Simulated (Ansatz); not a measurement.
Runs of Ansatz 0.2.0 on ZrS. Symmetry: Fm-3m, No. 225, cubic system. Conventional cell: a = 5.250 Å, b = 5.250 Å, c = 5.250 Å, α = 90.00°, β = 90.00°, γ = 90.00°. Around Zr (site symmetry m-3m) lie 6 S at 2.62 Å. S (site symmetry m-3m) is surrounded by 6 Zr at 2.62 Å. 

```tsv
task	level	potentials or basis	spin	U	k mesh	cutoff (eV)	smearing	other functionals evaluated on the density	basis error allowed	mesh quality	gap on the mesh (eV)	pressure (GPa)
density of states	PBEsol	all-electron PAW datasets made for the crystal	off	-	9 × 9 × 9	240	fermi-dirac 0.05 eV	-	-	not flagged	none	-6.4
density of states	PBEsol+U	all-electron LAPW, scalar-relativistic	off	Zr d U = 6 eV	9 × 9 × 9	212	fermi-dirac 0.05 eV	-	0.001 eV/atom	not flagged	none	0.9
single point	PBEsol	all-electron PAW datasets made for the crystal	off	-	6 × 6 × 6	240	fermi-dirac 0.05 eV	-	-	coarse	none	-6.1
density of states	PBEsol+U	all-electron LAPW, scalar-relativistic	off	Zr d U = 2 eV	9 × 9 × 9	212	fermi-dirac 0.05 eV	-	0.001 eV/atom	not flagged	none	(a)
single point	PBEsol	all-electron LAPW, scalar-relativistic	off	-	5 × 5 × 5	212	fermi-dirac 0.03 eV	-	0.001 eV/atom	coarse	none	-6.9
band structure	PBEsol	all-electron LAPW, scalar-relativistic	off	-	9 × 9 × 9	212	fermi-dirac 0.05 eV	-	0.001 eV/atom	not flagged	-	-6.4
band structure	BLYP	all-electron LAPW, scalar-relativistic	off	-	9 × 9 × 9	212	fermi-dirac 0.05 eV	-	0.001 eV/atom	not flagged	-	(b)
single point	BLYP+D4	all-electron LAPW, point nuclei	collinear, ferromagnetic start	-	9 × 9 × 9	195	gaussian 0.05 eV	LDA, PBE, PBEsol	0.002 eV/atom	not flagged	none	-0.6
```

Alike in all rows: cell as given.

**Question.** Estimate the missing entries.

**Answer.** (a) -4.4; (b) 5.4.

Caveats: some runs use coarse meshes; U is the effective U less J, on atomic orbitals that reach past the spheres (some runs); U without spin polarisation on a metal has little footing (some runs); the k mesh is thin for a metal, which can move the energy by tens of meV per atom (some runs); the program warned that the printed levels may be off, so bands, gaps and densities of states are rough (some runs); pairwise dispersion overbinds metals, which lowers pressure and volume (some runs).

A k mesh can miss the band edges, and the runs leave out spin-orbit coupling on Zr.

A gap of «none» marks a metal or a gap under the smearing width.

Not every run made on this cell is shown here.
